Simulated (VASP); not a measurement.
A run of VASP 6.6.1 is set up as follows.

Contents of INCAR:

```
SYSTEM = HfN
  PREC = Accurate
  ENCUT = 520
  EDIFF = 1E-7
  ISMEAR = -1
  SIGMA = 0.05
  LREAL = .False.
  LASPH = .True.
  NELM = 100
  ALGO = Fast
  ISIF = 2
  LWAVE = .False.
  LCHARG = .False.
  GGA = PE
  NBANDS = 40
```

File KPOINTS:

```
Automatic mesh
0
Gamma
  5 5 5
  0 0 0
```

File POSCAR:

```
HfN
1.0
    4.5483263303      0.0000000000      0.0000000000
    0.0000000000      4.5483263303      0.0000000000
    0.0000000000      0.0000000000      4.5483263303
Hf N
4 4
Direct
    0.0000000000      0.0000000000      0.0000000000
    0.0000000000      0.5000000000      0.5000000000
    0.5000000000      0.0000000000      0.5000000000
    0.5000000000      0.5000000000      0.0000000000
    0.5000000000      0.5000000000      0.5000000000
    0.0000000000      0.0000000000      0.5000000000
    0.0000000000      0.5000000000      0.0000000000
    0.5000000000      0.0000000000      0.0000000000
```

Potentials or basis: VASP PAW PBE potentials, release 64 (Hf_pv, N).

Run with:

```console
$ cat potpaw_PBE.64/Hf_pv/POTCAR potpaw_PBE.64/N/POTCAR > POTCAR
$ mpirun -np 1 vasp_std > vasp.out
```

**Question.** What does it give for the band gap on the k mesh?

**Answer.** None (metal or under the smearing width).

**Question.** Predict the pressure.

**Answer.** -2.3 GPa.

Spin-orbit coupling is left out, which matters for the levels of Hf.
